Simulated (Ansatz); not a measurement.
# Ge (Fd-3m) in Ansatz: further runs

Aim: see how the results for Ge move with the level of theory and the settings. Levels: PBEsol, HSE06, PBE0. Tasks: single point.

All numbers are computed with Ansatz 0.2.0; they aren't measurements. Logs are shortened: lines on timing, memory, paths and dates and some standing lists are left out, and cuts for length are marked.

**Experimental background.**

“Electronic and optical properties of SixGe1-x-ySny alloys lattice-matched to Ge”, 2021, arxiv:2109.02782 reports, for a bulk crystal of Ge: band gap 0.807 eV (direct) at 300 K; band gap 0.666 eV (indirect) at 293 K.

From “Temperature-dependent photoluminescence in Ge: experiment and theory”, 2020, arxiv:2003.00143, for a bulk crystal of Ge at 0 K: band gap 0.744 eV (indirect).

The runs below are set against these values where they give the same quantity.

## (1) The crystal as given

It takes space group Fd-3m (No. 227, cubic). The conventional cell has a = 5.658 Å, b = 5.658 Å, c = 5.658 Å, α = 90.00°, β = 90.00°, γ = 90.00°. Ge (site symmetry -43m) has 4 Ge at 2.45 Å as nearest neighbours.

## (2) Single point, PBEsol

input.yaml

```yaml
crystal:
  lattice:
    - [0.0, 2.82891, 2.82891]
    - [2.82891, 0.0, 2.82891]
    - [2.82891, 2.82891, 0.0]
  atoms:
    - { symbol: Ge, position: [0.75, 0.75, 0.75] }
    - { symbol: Ge, position: [0.5, 0.5, 0.5] }
kpoints:
  mp_grid: { grid: [6, 6, 6] }
scf:
  occupations: { method: fermi_dirac, width: 0.05 }
hamiltonian:
  xc: pbesol
  pseudopotentials: { kind: all_electron, datasets: crystal }
output:
  forces: true
  stress: true
  eigenvalues: true
```

Potentials or basis: all-electron PAW datasets made for the crystal.

On the command line:

```
ansatz run input.yaml --threads 2 --pin off --max-ram 8192MiB --backend cpu --events-out ev --progress --plain --runs-dir out
```

The log of the run:

```text
Warning: RAYON_NUM_THREADS=2 ignored (pool sized by the plan → 2); use --threads N
hamiltonian.pseudopotentials.datasets: crystal makes datasets for this crystal and solves the spheres of its atoms anew in each pass: cutoff 140.0 eV, the density's 840.0 eV; for an error of 0.50 meV an atom under PBE, 1.0 meV for the cell; an energy difference from a run of another recipe may be off by several times the error for the cell, under r2SCAN by more, where some 0.1 meV an atom stays at smaller errors; Ge in spheres of 1.222 Å, 4 of its electrons in bands, 10 on its site; only band paths and densities of states list, in semicore columns, the levels of the semicore shells that are solved separately: 3d of Ge
band count auto-derived: 9 (N_el = 8.0; filled up to band 4; 8 by the electrons, moments and atoms)
Engine: ansatz 0.2.0, aarch64-unknown-linux-gnu
Pseudopotentials: kind: all_electron
Pseudopotential: Ge, paw, valence charge 14, recommended cutoff 140 eV (normal), crystal/all_electron/pbesol/scalar/gaussian/Ge, Koelling and Harmon's equation, gaussian nucleus
Functional definition: PBEsol
  exchange = pbesol_x
  correlation = pbesol_c
Crystal: 2 atoms, lattice volume = 45.278 Å³
Basis set: ecut = 140 eV, 169 PW (Γ), exchange–correlation on 40×40×40 points (8 copies of the dense FFT grid, shifted against one another)
Bands: 9, of which v1, the nominal top of the filled ones, is band 4 counted from 1 (3 counted from 0)
Symmetry: 48 space group operations
Space group: Fd-3m (ITA 227), of the structure as read, at distance tolerance 3.6e-5 Å
k-points: 16 of 216
Non-local potential: Ge, projectors of the file, l = 0: 1, l = 1: 1
PAW form: soft (Blöchl's): semilocal exchange-correlation on the pseudo side does not see the compensation charge
PAW one-centre angular grid: Ge, 110 points (default); XC on its mesh's 1871 points in the sphere
Initial density: superposition of atomic densities (neutral atoms: chi_scale 0, normalization atom)
Initial wavefunctions: pseudopotential atomic-orbital guess
Functional: x = pbesol(κ = 0.804, μ = 0.12345679012345678), c = pbesol(β = 0.046)
iter 1 solved again at ethr=7.04e-3 eV; its pass at ethr=1.00e-1 eV (dr2=5.63e-1 eV) is discarded
SCF iter   1: F=—  HF=-114149.724601 eV  |F-HF|=—  |Δ(HF+E_count)|=         —  Δρ=3.37e-2  dr2=4.80e-1  ethr=7.04e-3  ⟨swp⟩=3.2  Hψ=1035  notcnv=0
preconditioner: auto → none  [insulator: Δε(μ)=0.210 eV  Ē_g=10.803 eV  σ=0.050 eV  W_gap=0.64  n_scr=8 (ndim 8)  ℏωp=15.6 eV  f_vac=0.000  D(μ)=0.17/eV (n_scr^D=0)  ε∞_Penn≈3.1]
SCF iter   2: F=—  HF=-114149.647867 eV  |F-HF|=—  |Δ(HF+E_count)|=   7.67e-2  Δρ=1.51e-2  dr2=8.76e-2  ethr=6.01e-3  ⟨swp⟩=2.1  Hψ=289  notcnv=0
iter 3 solved again at ethr=3.11e-6 eV; its pass at ethr=1.10e-3 eV (dr2=2.49e-4 eV) is discarded
SCF iter   3: F=—  HF=-114149.632634 eV  |F-HF|=—  |Δ(HF+E_count)|=   1.52e-2  Δρ=9.04e-4  dr2=2.55e-4  ethr=3.11e-6  ⟨swp⟩=3.1  Hψ=674  notcnv=0
SCF iter   4: F=—  HF=-114149.632580 eV  |F-HF|=—  |Δ(HF+E_count)|=   5.36e-5  Δρ=3.03e-4  dr2=2.86e-5  ethr=3.11e-6  ⟨swp⟩=2.0  Hψ=216  notcnv=0
SCF iter   5: F=—  HF=-114149.632579 eV  |F-HF|=—  |Δ(HF+E_count)|=   4.46e-7  Δρ=2.60e-5  dr2=1.07e-7  ethr=3.58e-7  ⟨swp⟩=2.1  Hψ=214  notcnv=0
SCF iter   6: F=-114149.632579 eV  HF=-114149.632579 eV  |F-HF|=3.75e-8  |Δ(HF+E_count)|=   3.43e-7  Δρ=5.97e-6  dr2=1.83e-8  ethr=1.34e-9  ⟨swp⟩=3.2  Hψ=281  notcnv=0
SCF 1 converged in 6 iterations: F = -114149.632559 eV  dr2 = 1.83e-8
  Residual-converged pass: ⟨swp⟩=2.9  Hψ=229  notcnv=0  max |occ|·‖R‖ = 4.9e-6 eV (tolerance 5.3e-6 eV)  dr2=1.81e-8  dr2_onsite=3.52e-8  max |Δocc| = 1.0e-9
SCF converged after 6 iterations
Free energy (F): -114149.632559 eV
Harris-Foulkes:  -114149.632559 eV  (|F-HF|=3.75e-8)
Internal energy: -114149.630581 eV  (E = F + TS)
E sigma→0 (E₀):  -114149.631570 eV
Entropy (-TS):   -0.001978 eV (-0.989 meV/atom)
Past the cutoff: the bands carry plane waves up to 1.75 times it, of which those up to 1.5 times it add -0.000424 eV an atom, each by itself; the spheres take 0.000218 eV an atom off the energy for waves past 1.75 times it
By the cutoff:   a pressure is off by up to 0.006 GPa (1.2 times the spheres' own share and the shells' term, over an atom's volume, and 0.004 GPa: a bound that held against runs at twice the plane waves)
Past the cutoffs: a stress includes 0.0030 GPa for waves and charges beyond them, in addition to the slope of what the spheres take
In the spheres:  the bands' charges fall short by 1.0e-6 e at most (sound up to 1e-3), those of shells solved beside the bands by 3.7e-7 e (sound up to 5e-4)
Fermi energy:    9.884730 eV
--- Per-component energies (eV) ---
  E_band       = 33.645970
  E_kinetic    = 84.913217
  E_local      = -3034.297038  (includes V_loc(G=0)·N_el)
  E_nonlocal   = 15.947560
  E_hartree    = 1441.439954
  E_xc         = -112.162531
  E_vxc        = -125.936608  (∫ρ·V_xc dr)
  E_paw        = -118622.421024  (= ΣΔE_a)
  E_vpaw       = -8553.954648  (= ΣTr[D̂ρ^β])
  E_ewald      = -2687.134708
  E_smearing   = -0.001978  (= −TS)
  E_closure    = 8764.083988  (closes the sum)
  Σ components = -114149.632559   (vs F -114149.632559, Δ=0.00e0)
  The terms above E_closure are by the made datasets' own strengths, without shells solved beside the bands.
--- Forces (eV/Å), atoms counted from 1 ---
  atom   1  Ge     0.00000000    -0.00000000    -0.00000000
  atom   2  Ge    -0.00000000    -0.00000000     0.00000000
  max |Σ_I F_I| component: 3.82e-17 eV/Å
--- Stress (GPa, compression-positive) ---
        0.708769       0.000000       0.000000
       -0.000000       0.708769       0.000000
        0.000000      -0.000000       0.708769
  P = ⅓ Tr σ = 0.7088 GPa (7.088 kbar)
  It holds what live shells' own plane waves past their cutoff add
--- Band table (eV; the first three rows and the last of 16) ---
  k-point 0: bands = ["-2.9322", "9.8525", "9.8629", "9.8629", "9.8629", "12.3875", "12.3875"]
  k-point 1: bands = ["-2.5950", "6.6771", "9.3380", "9.3380", "10.7741", "13.0808", "13.0808"]
  k-point 2: bands = ["-1.6595", "3.7519", "8.6924", "8.6924", "10.2104", "13.6015", "13.6015"]
  k-point 15: bands = ["1.0364", "1.0364", "6.1009", "6.1009", "12.4916", "12.4916", "16.3774"]
```

It took 1.1 s on 2 threads of Arm Neoverse V2, shared host; peak memory 0.32 GiB.

Results:

```yaml
Free_energy: -114149.6326 eV
Pressure: 0.7 GPa
Band_gap_on_the_k_mesh: none (metal or under the smearing width)
```

Levels at points of the mesh, in eV from the Fermi level:
```
             k point  band 2  band 3  band 4  band 5  band 6  band 7
  (0.00, 0.00, 0.00)   -0.03   -0.02   -0.02   -0.02    2.50    2.50
 (0.00, 0.00, -0.50)   -7.65   -1.43   -1.43    0.10    3.68    3.68
(0.00, -0.50, -0.50)   -8.92   -3.11   -3.11    0.64    0.64    9.46
```

Caveat: the k mesh is thin for a metal, which can move the energy by tens of meV per atom.

## (3) Single point, HSE06

input.yaml, as its differences from that of step 2:

```diff
@@ -13,3 +13,3 @@
 hamiltonian:
-  xc: pbesol
+  xc: hse06
   pseudopotentials: { kind: all_electron, datasets: crystal }
@@ -18,2 +18 @@
   stress: true
-  eigenvalues: true
```

Potentials or basis: all-electron PAW datasets made for the crystal.

On the command line:

```
ansatz run input.yaml --threads 2 --pin off --max-ram 8192MiB --backend cpu --events-out ev --progress --plain --runs-dir out
```

The log of the run:

```text
Warning: RAYON_NUM_THREADS=2 ignored (pool sized by the plan → 2); use --threads N
hamiltonian.pseudopotentials.datasets: crystal makes datasets for this crystal and solves the spheres of its atoms anew in each pass: cutoff 340.0 eV, the density's 1360.0 eV;, for an error of 0.50 meV an atom under PBE, 1.0 meV for the cell; an energy difference from a run of another recipe may be off by several times the error for the cell, under r2SCAN by more, where some 0.1 meV an atom stays at smaller errors; Ge in spheres of 1.222 Å, 14 of its electrons in bands
band count auto-derived: 19 (N_el = 28.0; filled up to band 14; 18 by the electrons, moments and atoms)
[... 2 set-up lines as earlier in the session ...]
Pseudopotential: Ge, paw, valence charge 14, recommended cutoff 340 eV (normal), crystal/all_electron/pbe/scalar/gaussian/Ge, Koelling and Harmon's equation, gaussian nucleus
Functional definition: HSE06
  parameter a = 0.25
  parameter omega = 0.11/bohr
  exchange = pbe_x - a*pbe_x_sr(omega) + a*exact_x_sr(omega)
  correlation = pbe_c
Crystal: 2 atoms, lattice volume = 45.278 Å³
[... 55 lines left out ...]
--- Forces (eV/Å), atoms counted from 1 ---
  atom   1  Ge    -0.00000000    -0.00000000    -0.00000000
  atom   2  Ge    -0.00000000    -0.00000000     0.00000000
  max |Σ_I F_I| component: 9.25e-17 eV/Å
--- Stress (GPa, compression-positive) ---
        1.033049      -0.000000      -0.000000
        0.000000       1.033049      -0.000000
       -0.000000      -0.000000       1.033049
  P = ⅓ Tr σ = 1.0330 GPa (10.330 kbar)
--- Band table (eV; the first three rows and the last of 16) ---
  k-point 0: bands = ["-18.3109", "-18.3109", "-18.3109", "-18.2733", "-18.2733", "-18.0658", "-18.0658", "-18.0658", "-18.0487", "-18.0487", "-4.3827", "9.6641", "9.6641", "9.6641", "10.5535", "12.8769"]
  k-point 1: bands = ["-18.3228", "-18.3228", "-18.3067", "-18.2560", "-18.2560", "-18.0809", "-18.0809", "-18.0705", "-18.0366", "-18.0366", "-4.0093", "6.3927", "9.1161", "9.1161", "11.3277", "13.6101"]
  k-point 2: bands = ["-18.3333", "-18.3333", "-18.2982", "-18.2368", "-18.2368", "-18.0940", "-18.0940", "-18.0800", "-18.0274", "-18.0274", "-2.9705", "3.0779", "8.4079", "8.4079", "10.7257", "14.1627"]
  k-point 15: bands = ["-18.3563", "-18.3563", "-18.2294", "-18.2294", "-18.1623", "-18.1623", "-18.1263", "-18.1263", "-18.0014", "-18.0014", "0.0437", "0.0437", "5.6112", "5.6112", "13.0168", "13.0168"]
```

Wall time 81 s (2 threads of Arm Neoverse V2, shared host); peak memory 0.76 GiB.

Results:

* Free energy: -114232.8311 eV
* Pressure: 1.0 GPa
* Band gap on the k mesh: 0.82 eV, indirect (least direct gap 0.89 eV)

Caveat: the program warned that the printed levels may be off, so bands, gaps and densities of states are rough.

## (4) Single point, PBE0

input.yaml, as its differences from that of step 3:

```diff
@@ -13,3 +13,3 @@
 hamiltonian:
-  xc: hse06
+  xc: pbe0
   pseudopotentials: { kind: all_electron, datasets: crystal }
```

On the command line:

```
ansatz run input.yaml --threads 2 --pin off --max-ram 8192MiB --backend cpu --events-out ev --progress --plain --runs-dir out
```

Wall time 76 s (2 threads of Arm Neoverse V2, shared host); peak memory 0.77 GiB.

It converged, with:

| Item | Value |
| --- | --- |
| Free energy | -114232.8279 eV |
| Pressure | 0.8 GPa |
| Band gap on the k mesh | 1.41 eV, indirect (least direct gap 1.46 eV) |

Levels at points of the mesh, in eV from the valence-band top:
```tsv
k point	band 10	band 11	band 12	band 13	band 14	band 15
(0.00, 0.00, 0.00)	-27.81	-14.18	0.00	0.00	0.00	1.46
(0.00, 0.00, -0.50)	-27.79	-11.84	-8.43	-1.56	-1.56	1.41
(0.00, -0.50, -0.50)	-27.78	-9.83	-9.83	-3.42	-3.42	1.89
```

## (5) The runs side by side

```csv
level,cutoff (eV),gap on the mesh (eV),pressure (GPa)
PBEsol,140,none,0.7
HSE06,340,0.82,1.0
PBE0,340,1.41,0.8
```

Alike in all rows: task single point; potentials or basis all-electron PAW datasets made for the crystal; no spin polarisation; cell as given; k mesh 6 × 6 × 6; smearing fermi-dirac 0.05 eV.

On the cell as given the gap runs from zero (PBEsol) to 1.41 eV (PBE0). The pressure there spans 0.7 GPa (PBEsol) to 1.0 GPa (HSE06); a positive pressure means that this level wants a larger cell, a negative one a smaller.

Caveats: the k mesh is thin for a metal, which can move the energy by tens of meV per atom (some runs); the program warned that the printed levels may be off, so bands, gaps and densities of states are rough (some runs).

Compare energies only between runs with the same functional and basis.

## (6) How close it comes

Step 2. Against the measured gap of Ge, 0.807 eV (direct; 300 K; “Electronic and optical properties of SixGe1-x-ySny alloys lattice-matched to Ge”, 2021, arxiv:2109.02782), the calculated 0.00 eV is off by -0.81 eV. 3 values of this kind are on record (0.666 to 0.807 eV); this one was drawn at random among those near their median. Spin-orbit coupling on Ge is left out. The value is that of PBEsol on a finite k mesh, which can miss the band edges, without temperature or zero-point motion. Semilocal functionals fall short of measured gaps as a rule.

Step 3. Measured gap of Ge: 0.666 eV (indirect; 293 K; “Electronic and optical properties of SixGe1-x-ySny alloys lattice-matched to Ge”, 2021, arxiv:2109.02782). This calculation gives 0.82 eV (+0.15 eV). 2 values of this kind are on record (0.666 to 0.744 eV); this one was drawn at random. Spin-orbit coupling on Ge is left out. The value is that of HSE06 on a finite k mesh, which can miss the band edges, without temperature or zero-point motion.

Step 4. Measured gap of Ge: 0.744 eV (indirect; 0 K; “Temperature-dependent photoluminescence in Ge: experiment and theory”, 2020, arxiv:2003.00143). This calculation gives 1.41 eV (+0.67 eV). 3 values of this kind are on record (0.666 to 0.807 eV); this one was drawn at random among those near their median. Spin-orbit coupling on Ge is left out. The value is that of PBE0 on a finite k mesh, which can miss the band edges, without temperature or zero-point motion.
